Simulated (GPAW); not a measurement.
Runs of GPAW 26.7.0 on AlN. Symmetry: F-43m, No. 216, cubic system. The conventional cell has a = 4.368 Å, b = 4.368 Å, c = 4.368 Å, α = 90.00°, β = 90.00°, γ = 90.00°. Al (site symmetry -43m) is surrounded by 4 N at 1.89 Å. Around N (site symmetry -43m) lie 4 Al at 1.89 Å. Measurements of this composition are mostly on another form, of space group No. 186.

```tsv
task	level	potentials or basis	cutoff (eV)	maxiter	band path	band points	other keys	gap on the mesh (eV)	V0 of scaled cells (Å³/atom)	B0 (GPa)
band structure	vdW-DF2	GPAW PAW data sets (gpaw-data 1.2.1), pw	800	150	GXWKGLUWLK,UX	80	-	3.91	-	-
equation of state	PBE	GPAW PAW data sets (gpaw-data 1.2.1), pw	800	150	-	-	-	-	(b)	(a)
equation of state	PBEsol+D3	PAW data sets generated in the run's folder for this functional, pw	800	150	-	-	-	-	10.44	208
single point	PBE	GPAW PAW data sets (gpaw-data 1.2.1), pw	1200	100	-	-	several, not listed	3.31	-	-
```

Alike in all rows: no spin polarisation; cell as given; k mesh 10 × 10 × 10; smearing fermi-dirac 0.05 eV.

Estimate the missing entries.

(a) 192; (b) 10.75.

Caveats: the PAW data sets were made with another functional, which shifts forces and pressure a little (some runs).

A k mesh can miss the band edges.
